**In₃Sb stretched along one cube axis: the point at strain 0.05**

One axis of a cubic In₃Sb cell is lengthened or shortened while the other two keep their length. The result at strain 0.05 is hidden. What should the energy and the stresses be there, and does the energy minimum at zero strain mean that the cubic crystal is stable?

Ansatz 0.2.0, plane-wave PAW, scalar-relativistic PBEsol+D3(BJ), no spin polarisation: Cu3Au-type In3Sb (cubic, a = 4.640 Å) strained along y, other axes and fractional coordinates fixed. Cutoff 420 eV, 10×10×10 k mesh, Gaussian smearing of 0.15 eV. Energies are free energies relative to the unstrained cell; pressure is positive in compression.

```csv
strain,energy change (meV/atom),tensile stress along pattern (GPa),pressure (GPa)
-0.1,42.6,-6.80,7.35
-0.075,20.8,-4.45,5.06
-0.05,7.4,-2.46,3.07
-0.025,1.3,-0.80,1.38
0,0.0,0.02,-0.02
0.025,1.9,1.03,-1.28
0.05,?,?,?
0.075,20.1,3.57,-3.34
0.1,36.0,4.50,-4.14
```

The unstrained cell is cubic, with space group Pm-3m, and every strained cell is tetragonal.

Strain, $\varepsilon$, is the relative change in length of the chosen axis. The tensile stress along the pattern, $\sigma$, is the axial stress, positive when the cell pulls inwards. The pressure, $p$, is minus the average of the three normal stresses. The two lateral stresses are equal by symmetry, so each is $-(3p+\sigma)/2$.

**The stress that the table leaves out**

Take the row at strain −0.025. The axis has been shortened, and the axial stress is −0.80 GPa. The lateral stress is $-(3\times1.38-0.80)/2=-1.67$ GPa, so the cell pushes harder against the sides that were not moved. In a stable cubic crystal a small compression does the opposite: the shortened axis pushes hardest.

This imbalance shows which way the cell would change shape at fixed volume. Here it would flatten further and spread sideways, and its energy would fall. At strain 0.025 the imbalance has the other sign, with the axial tension nearly 0.4 GPa below the lateral one, so the stretched cell would lengthen further. Either small distortion is driven onwards.

The same two rows give the elastic constants as finite differences: $C_{11}$ is 36.6 GPa and $C_{12}$ is 61.5 GPa. A stable cubic crystal needs $C_{11}$ to be the larger. At these settings the cubic cell is therefore a saddle, kept in place only by its symmetry.

**Why the energy still rises both ways**

This strain changes the volume as well as the shape, and volume is costly. The axial stress can be written as $-p$, which does the work of changing the volume, plus $\sigma+p$, which does the work of changing the shape. Adding up each part by trapezoids from zero to −0.025 gives a volume cost of 2.7 meV/atom and a shape gain of 1.1. The minimum at zero is real along this path, but it hides a downhill direction that the path never takes alone.

The split also explains an odd reversal. At a strain of 0.025 either way the volume costs are nearly equal, but compression gains more from the change of shape, so stretching is dearer. At 0.1 the volume part has grown to 51 meV/atom in compression against 35 in extension, because a solid stiffens when squeezed and softens when stretched. Compression is then the dearer direction.

**Forecast for strain 0.05**

With the lateral axes fixed, the slope of the energy against strain is the original volume times the axial stress. For 24.98 Å³ an atom, 1 GPa corresponds to a slope of 156 meV/atom per unit strain. The energies and stresses at 0.025 and 0.075 therefore fix both the heights and the slopes of the energy curve at the two ends of the gap. A cubic curve through them has no free constant left.

Halfway between, the average of the two energies is 11.0 meV/atom. The curve sags below that average by the spacing, 0.05, times the difference of the end slopes, divided by eight:

$$\frac{0.05}{8}\times156\times(3.57-1.03)\approx2.5\ \text{meV/atom}.$$

That leaves 8.5 meV/atom. The slope of the same curve gives the axial stress, and a cubic through the two nearest known pressures on each side gives the pressure.

- Energy change: 8.5 ± 0.4 meV/atom, still above the 7.4 of equal compression.
- Axial stress: 2.35 ± 0.10 GPa, above the 1.8 GPa that Hooke's law gives with the small-strain $C_{11}$.
- Pressure: −2.39 ± 0.08 GPa.
- Axial less lateral stress: −0.05 ± 0.2 GPa, close to balance, with the sign left open.

The ranges are judgements. On four known rows treated as if hidden, the rule missed by at most 0.18 meV/atom and 0.04 GPa. The pressure rule could be tried on only two rows, so its range rests on less.

The withheld rows as computed:

```csv
strain,energy change (meV/atom),tensile stress along pattern (GPa),pressure (GPa)
0.05,8.5,2.36,-2.40
```

**What came out**

All four computed values lie well inside the forecast ranges. The computed energy is 8.5 meV/atom, the axial stress 2.36 GPa and the pressure −2.40 GPa. The axial stress is still slightly below the lateral one, so the drive to lengthen has almost gone but has not yet turned round.

The success shows that the curve is smooth between these neighbours and that energies and stresses agree with each other. It doesn't test the account of the instability, which the interpolation never uses. The rule does worst at zero strain, where it would put the energy about 0.2 meV/atom too low.

Hooke's law falls short by about 0.5 GPa, roughly a fifth of the computed stress, and the split shows why. At strain 0.025 the volume part of the axial stress is 1.28 GPa, and the shape part takes 0.25 off it. At 0.05 the volume part is 2.40 GPa, and the shape part takes off almost nothing. A constant measured near zero includes a relief that soon fades, so it underrates the stress further out.

By strain 0.075 the axial tension exceeds the lateral one, and the shape drive now resists more lengthening. On the compressed side it does not turn back within the scan: even at −0.1 the cell would still flatten further. The two directions are thus far from equivalent, though each also brings its own change of volume.

Why the cubic shape gives way is not fully settled. Electron levels that coincide in the cubic cell and split when it is distorted could lower the energy in this way. The smearing part of the computed energies fits this idea: it shrinks whichever way the axis is strained, a sign that fewer levels then lie near the Fermi energy. Proof would need the bands. Neither the k mesh nor the smearing was varied. Extrapolated to zero smearing, the energy rise at −0.025 drops from 1.3 to 0.6 meV/atom, so less smearing is expected to strengthen the instability. A finer k mesh could still weaken or remove it. The instability is a result for this PBEsol calculation, which used PAW datasets made for PBE and no spin polarisation. It is not yet a finding about real In₃Sb.

For practical use, these stresses are not those of a tensile test, in which the sides are free to contract, so their slope is not Young's modulus and their height is not a strength. They do offer a quick check for any cubic crystal strained in this way from its relaxed cell. If a small stretch raises the axial stress by less than it lowers the pressure, then $C_{11}$ is below $C_{12}$, and the cubic shape is unstable even if the energy curve has its minimum at zero.
